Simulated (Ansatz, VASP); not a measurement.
## One calculation of Rh, two programs

```xyz
1
Lattice="0.0000 1.9351 1.9351 1.9351 0.0000 1.9351 1.9351 1.9351 0.0000" Properties=species:S:1:pos:R:3 pbc="T T T"
Rh    0.0000    0.0000    0.0000
```

Alike in both runs: task single point; functional PBE; k mesh 15 × 15 × 15; occupations methfessel-paxton of order 1, width 0.05 eV; no spin polarisation.

|  | VASP | Ansatz |
| --- | --- | --- |
| version | VASP 6.6.1 | Ansatz 0.2.0 |
| potentials or method | VASP PAW PBE potentials, release 64 (Rh_pv) | plane waves, PAW |
| plane-wave cutoff (eV) | 520 | 500 |
| valence electrons in the cell | 15 | 17 |

VASP gave:

```
pressure (GPa) : -7.5
```

Task: Which values does Ansatz return?

Result: Pressure (GPa): -7.6.

The two sets of potentials don't hold the same shells in valence.
